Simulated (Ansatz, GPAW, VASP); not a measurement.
**One calculation of CdTe, 4 ways**

```
Te Cd
1.0
     0.00000    3.20500    3.20500
     3.20500    0.00000    3.20500
     3.20500    3.20500    0.00000
Te Cd
1 1
Cartesian
  4.8075 4.8075 4.8075
  0.0000 0.0000 0.0000
```

Alike in all runs: task single point; functional PBE; k mesh 7 × 7 × 7; occupations gaussian, width 0.05 eV; no spin polarisation; no spin-orbit coupling. Pressure is positive in compression and, in plane waves, holds the error of the finite cutoff, which Ansatz's Pulay term estimates and takes out.

```csv
program and potentials,plane-wave cutoff (eV),notes,pressure (GPa)
"Ansatz, Ansatz PAW",420,18 valence electrons an atom on average; Pulay term of +0.04 GPa included,4.24
"GPAW, GPAW PAW data sets (gpaw-data 1.2.1)",600,9 valence electrons an atom on average,3.81
"Ansatz, all-electron LAPW, scalar-relativistic",-,-,4.26
"VASP, PBE PAW files Cd, Te, release 54, 520 eV",520,9 valence electrons an atom on average,4.39
```

The pressure spans 3.81 (GPAW, GPAW PAW data sets (gpaw-data 1.2.1)) to 4.39 GPa (VASP, PBE PAW files Cd, Te, release 54, 520 eV), with all-electron results at 4.26.

Differences between rows come from potentials, basis sets and numerical settings, since the functional is the same but for its coding. Runs on potential files found faulty are left out.
